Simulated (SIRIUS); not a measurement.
## MnO in SIRIUS: the effect of starting spin order

The system is MnO.

```xyz
2
Lattice="0.0000 2.2239 2.2239 2.2239 0.0000 2.2239 2.2239 2.2239 0.0000" Properties=species:S:1:pos:R:3 pbc="T T T"
Mn    0.0000    0.0000    0.0000
O     2.2239    2.2239    2.2239
```

The cell is a database's computed one.

Alike in all runs:

* Program: SIRIUS 7.12.0
* Task: single point
* Functional: PBE
* Potentials or basis: PseudoDojo 0.4.1 PBE standard (scalar relativistic)
* Cutoff: 1307 eV
* Density cutoff: 5227 eV
* k mesh: 4 × 4 × 4
* Occupations: fermi-dirac, width 0.05 eV

Question: One run gave: energy over the lowest run 1225.7 meV/atom; final net moment 0.00 μB. Which starting spin order did it use?
A. nm
B. ferromagnetic start, larger moments
C. noncollinear fm
D. noncollinear random
E. fm

Answer: A.

```csv
starting spin order,energy over the lowest run (meV/atom),final net moment (μB)
nm,1225.7,0.00
fm,0.0,4.75
"ferromagnetic start, larger moments",0.0,4.75
noncollinear fm,0.0,4.75
noncollinear random,0.0,4.75
```

Caveats: all runs use coarse meshes; a cell with one magnetic atom can't hold antiferromagnetic order, which such compounds often take (some runs); the moments on the atoms are sums over spheres of half the shortest distance (1.6 Å at most), made after the run (some runs); an odd number of electrons without spin polarisation forces a metal (some runs); a magnetic or distorted state may lie lower (some runs).
